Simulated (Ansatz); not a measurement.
BiTe under pressure: fit and missing row

BiTe, Fm-3m, a = 6.467 Å. The structure is a COD entry; whether it is the stable form wasn't checked. Ansatz: r2SCAN, PAW, 500 eV, Γ-centred 12×12×12 mesh on 2 atoms, Gaussian smearing 0.10 eV; no spin polarisation. Cell and atoms are relaxed at each pressure, and no other structure is tried, so the rows at high pressure may lie past a change of phase.

| V (Å³/atom) | P (GPa) |
| --- | --- |
| 19.915 | 90.04 |
| 22.747 | 49.99 |
| 25.922 | 25.01 |
| 28.792 | 11.94 |
| 31.627 | 4.00 |
| 33.194 | 0.99 |
| 33.801 | 0.03 |
| ? | -1.00 |

**Question.** Take V0 = 33.801 Å³/atom, count pressures from its P0 = 0.03 GPa, fit the third-order Birch–Murnaghan form to the other rows, and predict the missing volume.

**Answer.** With the Eulerian strain f = ½[(V0/V)^(2/3) − 1] and y = (P − P0)/[3f(1 + 2f)^(5/2)], the form is the line y = B0 + 1.5 B0 (B0′ − 4) f. Rows (f, y): 0.21144, 58.8; 0.15109, 57.0; 0.09678, 55.3; 0.05643, 53.8; 0.02266, 52.3; 0.00608, 51.1. Means f = 0.09075, y = 54.717; Σ(Δf)² = 0.03123, ΣΔfΔy = 1.136; the slope is their ratio. y = 51.41 + 36.39 f GPa, so B0 = 51.4 GPa and B0′ = 4 + 2 × (36.39)/(3 × 51.41) = 4.47. P = -1.00 GPa is met at f = -0.00695 (y = 51.16), so V = V0 (1 + 2f)^(−3/2) = 34.518 Å³/atom. The run gave 34.525 Å³/atom, so the fit is 0.007 Å³/atom too low, within the rms miss on the fitted rows (0.019 Å³/atom).

The mesh isn't the same in all rows (12×12×12, 14×14×14). Spin–orbit coupling is left out, which can shift energies with elements as heavy as these.